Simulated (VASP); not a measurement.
# Re: single point with PBEsol

The system is Re.

```
CELL_PARAMETERS angstrom
0.00000 1.97500 1.97500
1.97500 0.00000 1.97500
1.97500 1.97500 0.00000
ATOMIC_POSITIONS crystal
Re 0.00000 0.00000 0.00000
```

This isn't the form of Re at room conditions, which is hcp.

```json
{"Program": "VASP 6.6.1", "Task": "single point", "Functional": "PBEsol", "Potentials or basis": "VASP PAW PBE potentials, release 64 (Re)", "Cutoff": "520 eV", "k mesh": "8 × 8 × 8", "Occupations": "gaussian, width 0.1 eV", "Spin": "no spin polarisation"}
```

| Item | Value |
| --- | --- |
| Pressure | -19.2 GPa |
| Band gap on the k mesh | none (metal or under the smearing width) |

Levels at points of the mesh, in eV from the Fermi level:
```csv
k point,band 1,band 2,band 3,band 4,band 5,band 6,band 7,band 8
"(0.00, 0.00, 0.00)",-10.01,-1.96,-1.96,-1.96,1.02,1.02,13.72,19.11
"(0.50, 0.00, 0.00)",-6.74,-2.15,-2.15,-0.02,3.41,3.41,9.13,13.21
"(0.50, 0.50, 0.00)",-6.61,-5.77,2.44,3.36,4.10,4.10,11.74,11.74
```

It took 9.1 s on 1 thread of Intel(R) Xeon(R) Platinum 8259CL CPU @ 2.50GHz (Skylake/Cascade Lake), on a shared host, peak memory 0.14 GiB.

Caveat: so large a pressure means that the cell lies far from this level's equilibrium, or that cutoff or potentials fall short; the potentials were made for another functional, which shifts forces and pressure. Spin-orbit coupling is left out, which matters for the levels of Re.
